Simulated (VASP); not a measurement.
Input of a VASP 6.6.1 run:

The input INCAR:

```
PREC = Accurate
ENCUT = 520
EDIFF = 1E-6
ISMEAR = -1
SIGMA = 0.01
LREAL = F
LASPH = T
NELM = 100
ALGO = Normal
ISIF = 2
LWAVE = F
LCHARG = F
GGA = CA
NBANDS = 12
```

Contents of KPOINTS:

```
regular mesh
0
Gamma
  5 5 5
```

Contents of POSCAR:

```
Tl
1.0
    3.8340000000      0.0000000000      0.0000000000
    0.0000000000      3.8340000000      0.0000000000
    0.0000000000      0.0000000000      3.8340000000
Tl
1
Direct
    0.0000000000      0.0000000000      0.0000000000
```

Potentials or basis: VASP PAW LDA potentials, release 64 (Tl_d).

Command:

```console
$ cat potpaw_LDA.64/Tl_d/POTCAR > POTCAR
$ mpirun -np 1 vasp_std > vasp.out
```

Q: Estimate the band gap on the k mesh.

A: None (metal or under the smearing width).

Q: Estimate the pressure.

A: -4.3 GPa.

Spin-orbit coupling is left out, which matters for the levels of Tl.
